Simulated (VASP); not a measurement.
# Hf (Pm-3m) in VASP: notebook, part 2 of 2

VASP 6.6.1. The steps go on from the part before.

### 3 Relaxation of cell and atoms, RPBE

Contents of INCAR:

```
PREC = Accurate ; ENCUT = 600
EDIFF = 1E-6 ; ISMEAR = -1
SIGMA = 0.05 ; LREAL = Auto
LASPH = T ; NELM = 60
ALGO = Fast ; ISIF = 3
LWAVE = F ; LCHARG = F
GGA = RP ; IBRION = 2
NSW = 60 ; EDIFFG = -0.005
ISYM = 1
```

Contents of KPOINTS:

```
Automatic mesh
0
Gamma
  9 9 9
```

Contents of POSCAR:

```
Hf
1.0
    2.9138100000      0.0000000000      0.0000000000
    0.0000000000      2.9138100000      0.0000000000
    0.0000000000      0.0000000000      2.9138100000
Hf
1
Direct
    0.5000000000      0.5000000000      0.5000000000
```

Potentials or basis: VASP PAW PBE potentials, release 64 (Hf_pv).

On the command line:

```console
> cat potpaw_PBE.64/Hf_pv/POTCAR > POTCAR
> mpirun -np 1 vasp_std > vasp.out
```

OUTCAR:

```text
PREC = Accurate
   ENCUT = 600
   EDIFF = 1E-6
   ISMEAR = -1
   LREAL = Auto
   LASPH = T
   NELM = 60
   ISIF = 3
   GGA = RP
   IBRION = 2
   NSW = 60
   EDIFFG = -0.005
   ISYM = 1

 ion  position               nearest neighbor table
   1  0.500  0.500  0.500-

  LATTYP: Found a simple cubic cell.
 ALAT       =     2.9138100000

  Lattice vectors:

 A1 = (   2.9138100000,   0.0000000000,   0.0000000000)
 A2 = (   0.0000000000,   2.9138100000,   0.0000000000)
 A3 = (   0.0000000000,   0.0000000000,   2.9138100000)

Analysis of symmetry for initial positions (statically):
=====================================================================
 Subroutine PRICEL returns:
 Original cell was already a primitive cell.

 Routine SETGRP: Setting up the symmetry group for a
 simple cubic supercell.

 Subroutine GETGRP returns: Found 48 space group operations
 (whereof 48 operations were pure point group operations)
 out of a pool of 48 trial point group operations.

The static configuration has the point symmetry O_h .

Analysis of symmetry for dynamics (positions and initial velocities):
=====================================================================
 Subroutine PRICEL returns:
 Original cell was already a primitive cell.

 Routine SETGRP: Setting up the symmetry group for a
 simple cubic supercell.

 Subroutine GETGRP returns: Found 48 space group operations
 (whereof 48 operations were pure point group operations)
 out of a pool of 48 trial point group operations.

The dynamic configuration has the point symmetry O_h .

[... 125 lines left out ...]
   LEPSILON=     F    determine dielectric tensor
   LRPA    =     F    only Hartree local field effects (RPA)
 conjugate gradient relaxation of ions
 non-spin polarized calculation
 RMM-DIIS sequential band-by-band and
  energy-cutoff  :      600.00
  volume of cell :       24.74
 maximum number of plane-waves:       849
 NGX is ok and might be reduce to    24
   NGX = 11   NGY = 11   NGZ = 11

--------------------------------------- Ionic step        1  -------------------------------------------

 number of electron      10.0000004 magnetization

 Free energy of the ion-electron system (eV)
  ---------------------------------------------------
  ext. energy  EPLUGINS =         0.00000000
  ---------------------------------------------------
  free energy    TOTEN  =        -8.42832868 eV

  energy without entropy =       -8.41515531  energy(sigma->0) =       -8.42174199

------------------------ aborting loop because EDIFF is reached ----------------------------------------

  FORCE on cell =-STRESS in cart. coord.  units (eV):
  Direction    XX          YY          ZZ          XY          YZ          ZX
  --------------------------------------------------------------------------------------
  -------------------------------------------------------------------------------------
  Total        0.3661530      0.3661530      0.3661530     -0.0000000      0.0000000     -0.0000000
  in kB       23.7131645     23.7131645     23.7131645     -0.0000000      0.0000000     -0.0000000
  external PRESSURE =      23.7131645 kB  Pullay stress =       0.0000000 kB
[... 92 lines left out ...]
--------------------------------------- Ionic step        4  -------------------------------------------

 number of electron      10.0000002 magnetization

 Free energy of the ion-electron system (eV)
  ---------------------------------------------------
  ext. energy  EPLUGINS =         0.00000000
  ---------------------------------------------------
  free energy    TOTEN  =        -8.43302688 eV

  energy without entropy =       -8.42016218  energy(sigma->0) =       -8.42659453

 E-fermi :   3.6841     XC(G=0): -10.5470

 val. band max:        3.6517750559   @ k =   0.4444   0.0000   0.0000
 cond. band min:       3.7169135766   @ k =   0.4444   0.3333   0.3333
 fundamental gap:      0.0651385207
 Fermi energy:         3.6841210045

 k-point     1 :       0.0000    0.0000    0.0000
  band No.  band energies     occupation
      1     -26.3508      2.00000
      2     -26.3508      2.00000
      3     -26.3508      2.00000
      4      -2.6575      2.00000
      5       2.4106      2.00000
      6       2.4106      2.00000
      7      10.0498      0.00000
      8      10.0498      0.00000
      9      10.0499      0.00000
[... 265 lines left out ...]
 k-point    24 :       0.4444    0.3333    0.1111
  band No.  band energies     occupation
      1     -27.0712      2.00000
      2     -26.8784      2.00000
      3     -26.3212      2.00000
      4       1.6701      2.00000
      5       3.1130      1.99998
      6       5.7568      0.00000
      7       5.9272      0.00000
      8       7.8990      0.00000
      9       8.9300      0.00000

 [... further k-points ...]

------------------------ aborting loop because EDIFF is reached ----------------------------------------

  FORCE on cell =-STRESS in cart. coord.  units (eV):
  Direction    XX          YY          ZZ          XY          YZ          ZX
  --------------------------------------------------------------------------------------
  -------------------------------------------------------------------------------------
  Total        0.0011553      0.0011553      0.0011553      0.0000000      0.0000000      0.0000000
  in kB        0.0727075      0.0727075      0.0727075      0.0000000      0.0000000      0.0000000
  external PRESSURE =       0.0727075 kB  Pullay stress =       0.0000000 kB
[... 16 lines left out ...]
  FREE ENERGIE OF THE ION-ELECTRON SYSTEM (eV)
  ---------------------------------------------------
  free  energy   TOTEN  =        -8.4330268839 eV

  energy  without entropy=       -8.4201621762  energy(sigma->0) =       -8.42659453

 reached required accuracy - stopping structural energy minimisation
```

CONTCAR:

```text
Hf
   1.00000000000000
     2.9417962075497019   -0.0000000000000000   -0.0000000000000000
    -0.0000000000000000    2.9417962075497019    0.0000000000000000
    -0.0000000000000000    0.0000000000000000    2.9417962075497019
  Hf
     1
Direct
     0.5000000000000000    0.5000000000000000    0.5000000000000000

  0.00000000E+00  0.00000000E+00  0.00000000E+00
```

Run time: 14 s. Hardware: 1 thread of Intel Xeon 6975P-C (Granite Rapids), shared host; peak memory 0.15 GiB.

What came out:

* Free energy: -8.4330 eV
* Relaxed volume: 25.46 Å³/atom
* Relaxed cell: a = 2.942 Å, b = 2.942 Å, c = 2.942 Å, α = 90.00°, β = 90.00°, γ = 90.00°
* Space group after relaxing (to 0.05 Å): Pm-3m (No. 221)
* Energy gained by relaxing: 4.7 meV/atom
* Ionic steps: 4
* Pressure after relaxing: 0.0 GPa
* Band gap on the k mesh: none (metal or under the smearing width)

The path:
```tsv
step	energy change (eV)	largest force (eV/Å)	pressure (GPa)	volume (Å³)
1	0.0000	0.0000	2.37	24.74
2	-0.0013	0.0000	-1.69	26.07
3	-0.0047	0.0000	0.08	25.43
4	-0.0047	0.0000	0.01	25.46
```

Final structure:
```
CELL_PARAMETERS angstrom
2.94180 0.00000 0.00000
0.00000 2.94180 0.00000
0.00000 0.00000 2.94180
ATOMIC_POSITIONS crystal
Hf 0.50000 0.50000 0.50000
```

Caveat: the PAW data sets were made with another functional, which shifts forces and pressure a little.

### 4 Relaxation of cell and atoms, PBE

Contents of INCAR:

```
SYSTEM = Hf
  PREC = Accurate
  ENCUT = 600
  EDIFF = 1E-6
  ISMEAR = 1
  SIGMA = 0.1
  LREAL = .False.
  LASPH = .True.
  NELM = 100
  ALGO = Fast
  ISIF = 3
  LWAVE = .False.
  LCHARG = .False.
  GGA = PE
  IBRION = 2
  NSW = 60
  EDIFFG = -0.01
```

Contents of KPOINTS:

```
Automatic mesh
0
Gamma
  9 9 9
  0 0 0
```

POSCAR is that of step 3.

On the command line:

```console
> cat potpaw_PBE.64/Hf_pv/POTCAR > POTCAR
> mpirun -np 1 vasp_std > vasp.out
```

Run time: 20 s. Hardware: 1 thread of Intel Xeon 6975P-C (Granite Rapids), shared host; peak memory 0.14 GiB.

It converged, with:

```yaml
Free_energy: -8.8566 eV
Relaxed_volume: 24.71 Å³/atom
Relaxed_cell: a = 2.912 Å, b = 2.912 Å, c = 2.912 Å, α = 90.00°, β = 90.00°, γ = 90.00°
Space_group_after_relaxing_to_0.05_Å: Pm-3m (No. 221)
Energy_gained_by_relaxing: 0.0 meV/atom
Ionic_steps: 20
Pressure_after_relaxing: 0.0 GPa
Band_gap_on_the_k_mesh: none (metal or under the smearing width)
```

Final structure:
```
CELL_PARAMETERS angstrom
2.91247 0.00000 0.00000
0.00000 2.91247 0.00000
0.00000 0.00000 2.91247
ATOMIC_POSITIONS crystal
Hf 0.50000 0.50000 0.50000
```

Levels at points of the mesh, in eV from the Fermi level:
| k point | band 1 | band 2 | band 3 | band 4 | band 5 | band 6 | band 7 | band 8 | band 9 |
| --- | --- | --- | --- | --- | --- | --- | --- | --- | --- |
| (0.00, 0.00, 0.00) | -29.86 | -29.86 | -29.86 | -6.40 | -1.32 | -1.32 | 6.58 | 6.58 | 6.58 |

Spin-orbit coupling is left out, which matters for the levels of Hf.

### 5 Relaxation of the atoms, RPBE

Contents of INCAR:

```
SYSTEM = Hf
ALGO = Normal ; EDIFF = 1E-6
EDIFFG = -0.005 ; ENCUT = 520
GGA = RP ; IBRION = 2
ISIF = 2 ; ISMEAR = 1
LASPH = .True. ; LCHARG = .False.
LREAL = .False. ; LWAVE = .False.
NELM = 60 ; NSW = 40
PREC = Accurate ; SIGMA = 0.1
```

Contents of KPOINTS:

```
k-points
0
Gamma
  9 9 9
  0 0 0
```

POSCAR is that of step 4.

On the command line:

```console
> cat potpaw_PBE.64/Hf_pv/POTCAR > POTCAR
> mpirun -np 1 vasp_std > vasp.out
```

Run time: 3 s. Hardware: 1 thread of Intel Xeon 6975P-C (Granite Rapids), shared host; peak memory 0.13 GiB.

Results (log left out):

```
Free energy             : -8.4212 eV
Pressure after relaxing : 2.2 GPa
Band gap on the k mesh  : none (metal or under the smearing width)
```

Final structure:
```xyz
1
Lattice="2.9138 0.0000 0.0000 0.0000 2.9138 0.0000 0.0000 0.0000 2.9138" Properties=species:S:1:pos:R:3 pbc="T T T"
Hf    1.4569    1.4569    1.4569
```

Levels at points of the mesh, in eV from the Fermi level:
```csv
k point,band 3,band 4,band 5,band 6,band 7,band 8
"(0.00, 0.00, 0.00)",-29.91,-6.40,-1.31,-1.31,6.59,6.59
```

Caveat: the relaxation stopped at its first step, so nothing moved; the PAW data sets were made with another functional, which shifts forces and pressure a little. Spin-orbit coupling is left out, which matters for the levels of Hf.

### 6 The reference run

An earlier run on the cell as given: functional PBE; potentials or basis VASP PAW PBE potentials, release 64 (Hf_pv); cutoff 520 eV; k mesh 9 × 9 × 9; occupations fermi-dirac, width 0.05 eV; no spin polarisation.

- Pressure: -0.2 GPa
- Band gap on the k mesh: none (metal or under the smearing width)

### 7 The runs side by side

| task | level | cell | cutoff (eV) | smearing | other keys | gap on the mesh (eV) | pressure (GPa) | relaxed volume (Å³/atom) |
| --- | --- | --- | --- | --- | --- | --- | --- | --- |
| relaxation of cell and atoms | RPBE+D4 | relaxed | 600 | fermi-dirac 0.05 eV | - | none | 0.0 | 24.83 |
| relaxation of cell and atoms | RPBE | relaxed | 600 | fermi-dirac 0.05 eV | ISYM = 1; LREAL = Auto | none | 0.0 | 25.46 |
| relaxation of cell and atoms | PBE | relaxed | 600 | methfessel-paxton 0.1 eV | - | none | 0.0 | 24.71 |
| relaxation of the atoms | RPBE | atoms relaxed | 520 | methfessel-paxton 0.1 eV | - | none | 2.2 | - |
| single point | PBE | as given | 520 | fermi-dirac 0.05 eV | - | none | -0.2 | - |

Alike in all rows: potentials or basis VASP PAW PBE potentials, release 64 (Hf_pv); no spin polarisation; k mesh 9 × 9 × 9.

Caveats: the PAW data sets were made with another functional, which shifts forces and pressure a little (some runs); pairwise dispersion overbinds metals, which lowers pressure and volume (some runs); the relaxation stopped at its first step, so nothing moved (some runs).

Total energies depend on the potentials used, so only differences within one code and one set of settings carry meaning.
